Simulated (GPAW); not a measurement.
A run of GPAW 26.7.0 is set up as follows.

Contents of run.py:

```python
from ase.eos import EquationOfState
from ase.io import Trajectory, read
from ase.units import GPa
from gpaw import GPAW, PW

atoms = read('WC.xyz')

traj = Trajectory('eos.traj', 'w')
volumes, energies = [], []
for x in [0.94, 0.96, 0.98, 1.0, 1.02, 1.04, 1.06]:
    a = atoms.copy()
    a.set_cell(atoms.cell * x**(1 / 3), scale_atoms=True)
    calc = GPAW(mode=PW(800),
                xc={'name': 'optPBE-vdW', 'backend': 'libvdwxc'},
                kpts={'size': (7, 7, 7), 'gamma': True},
                occupations={'name': 'fermi-dirac', 'width': 0.05},
                nbands=19,
                convergence={'density': 1e-05, 'energy': 1e-05},
                maxiter=150,
                txt=f'eos-{x:.2f}.txt')
    a.calc = calc
    energies.append(a.get_potential_energy(force_consistent=True))
    volumes.append(a.get_volume())
    calc.write(f'eos-{x:.2f}.gpw')
    traj.write(a)
    print(f'{x:.2f} {volumes[-1]:10.4f} A^3 {energies[-1]:14.6f} eV', flush=True)

v0, e0, B = EquationOfState(volumes, energies, eos='birchmurnaghan').fit()
print(f'V0 = {v0:.4f} A^3, E0 = {e0:.6f} eV, B0 = {B / GPa:.2f} GPa')
```

The input WC.xyz:

```xyz
2
Lattice="2.9065000000 0.0000000000 0.0000000000 -1.4532500000 2.5171028361 0.0000000000 0.0000000000 0.0000000000 2.8366000000" Properties=species:S:1:pos:R:3 pbc="T T T"
W      0.0000000000      0.0000000000      0.0000000000
C      1.4532500001      0.8390342786      1.4183000000
```

Potentials or basis: GPAW PAW data sets (gpaw-data 1.2.1), pw.

Command:

```sh
$ OMP_NUM_THREADS=1 python run.py
```

Task: Predict the bulk modulus at fixed shape and positions.

Result: 370 GPa.

Task: What does it give for the pressure derivative of the bulk modulus?

Result: 4.3.

Task: Predict the equilibrium volume.

Result: 10.72 Å³/atom.

Energy against volume, from the lowest point:
```
volume (Å³/atom)  energy (meV/atom)
           9.754             117.97
           9.961              69.79
          10.169              35.18
          10.376              12.81
          10.584               1.45
          10.791               0.00
          10.999               7.55
```

Caveat: the cell was scaled at fixed shape and fractional positions, which overstates the stiffness of a crystal with free parameters, most of all of layers and chains; the PAW data sets were made with another functional, which shifts forces and pressure a little. Spin-orbit coupling is left out, which matters for the levels of W.
